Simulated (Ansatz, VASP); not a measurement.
**BN (rat) in VASP and in Ansatz**

```
B N
1.0
     2.51086   -0.00653   -0.00606
    -1.28687    2.17880    0.00571
     0.01821   -0.10130    6.74524
B N
2 2
Direct
  0.36747 0.65375 0.25030
  0.66551 0.31145 0.75002
  0.30898 0.61800 0.75920
  0.67242 0.31599 0.24845
```

Alike in both runs: task single point; functional PBE; dispersion D3(BJ); k mesh 8 × 8 × 4; occupations gaussian, width 0.1 eV; no spin polarisation.

|  | VASP | Ansatz |
| --- | --- | --- |
| version | VASP 6.6.1 | Ansatz 0.2.0 |
| potentials or method | VASP PAW PBE potentials, release 64 (B, N) | scalar-relativistic, plane waves, PAW |
| plane-wave cutoff (eV) | 520 | 420 |
| valence electrons in the cell | 16 | 16 |

```tsv
	VASP	Ansatz	Ansatz less VASP
gap on the k mesh at the Fermi level (eV)	4.01	4.02	+0.008
least direct gap on the mesh (eV)	4.46	4.46	+0.007
pressure (GPa)	-0.2	-0.3	-0.04
largest component of the traceless stress (GPa)	4.55	4.54	-0.013
rms of the force components (eV/Å)	1.496	1.500	+0.0036
```

Atom by atom the forces differ by 0.004 eV/Å (rms over components). The functional is the same, so the differences come from potentials, cutoffs and numerics.

Caveats: forces of over 1 eV/Å show positions far from the minimum, so gaps and moduli don't describe the material at rest. As with any semilocal functional, this PBE gap is likely too small. A k mesh can miss the band edges.
